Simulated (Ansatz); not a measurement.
Data:

```yaml
crystal:
  lattice:
    - [2.79784, 0.00000, 0.00000]
    - [-1.39892, 2.42300, 0.00000]
    - [0.00000, 0.00000, 4.54424]
  atoms:
    - { symbol: Be, position: [0.66667, 0.33333, 0.00167] }
    - { symbol: Be, position: [0.33333, 0.66667, 0.50167] }
    - { symbol: O, position: [0.66667, 0.33333, 0.62353] }
    - { symbol: O, position: [0.33333, 0.66667, 0.12353] }
```

No spin polarisation.

Level of theory: r2SCAN (Ansatz, an electronic-structure program), without spin-orbit coupling. Settings: 14×14×8 k-points, 0.05 eV Fermi–Dirac smearing.

Question: Predict the valence-band top at Γ, gap character, electron mass and width of the top valence band.

Answer: 
- Valence-band top at Γ (three highest levels, from the VBM) = 0.00, -0.05, -0.05 eV
- Gap character = direct at Γ
- Electron mass = 0.48 mₑ along c, 0.53 mₑ across (at Γ)
- Width of the top valence band = 2.22 eV

The cells carry an imposed strain or load. Masses are band curvatures over ±0.01 Å⁻¹ around the edge. Stability against distortions was not tested. The cell was made from BeO in the wurtzite structure (space group P6_3mc, No. 186) by this change: isotropic strain +3.99 %.
